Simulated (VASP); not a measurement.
Wanted: the native input for a VASP 6.6.1 run.

```yaml
Task: single point
Functional: PBE
Potentials_or_basis: VASP PAW PBE potentials, release 64 (Cu)
Cutoff: 520 eV
k_mesh: 20 × 20 × 20
Occupations: gaussian, width 0.1 eV
Spin: no spin polarisation
Further_INCAR_settings: ALGO = Normal; EDIFF = 1e-07; NBANDS = 12
```

The structure of Cu lies in POSCAR:

```
Cu                                      
1.0
    0.0000000000      1.8529629615      1.8529629615
    1.8529629615      0.0000000000      1.8529629615
    1.8529629615      1.8529629615     -0.0000000000
  Cu            
     1
Direct
     1.0000000000000000    1.0000000000000000    0.0000000000000000
```

The cell isn't the ideal one: a relaxed cell with its volume scaled by 1.06.

One way to write it, as run:

INCAR

```
ALGO     = Normal         # electronic algorithm
EDIFF    = 1E-7           # SCF threshold, eV
ENCUT    = 520            # plane-wave cutoff, eV
GGA      = PE             # functional
ISIF     = 2              # what is computed and relaxed
ISMEAR   = 0              # smearing method
LASPH    = True           # aspherical terms in the spheres
LCHARG   = False          # write CHGCAR
LREAL    = False          # projectors in reciprocal space
LWAVE    = False          # write WAVECAR
NBANDS   = 12             # bands
NELM     = 60             # most SCF steps
PREC     = Accurate       # precision mode
SIGMA    = 0.1            # smearing width, eV
```

KPOINTS

```
k-points
0
Gamma
  20 20 20
```

Potentials or basis: VASP PAW PBE potentials, release 64 (Cu).

Command:

```console
$ cat potpaw_PBE.64/Cu/POTCAR > POTCAR
$ mpirun -np 1 vasp_std > vasp.out
```

Results of the run:

```
Pressure               : -6.8 GPa
Band gap on the k mesh : none (metal or under the smearing width)
```

It took 14 s on 1 thread of Intel(R) Xeon(R) 6975P-C (Granite Rapids), on a shared host, peak memory 0.15 GiB.
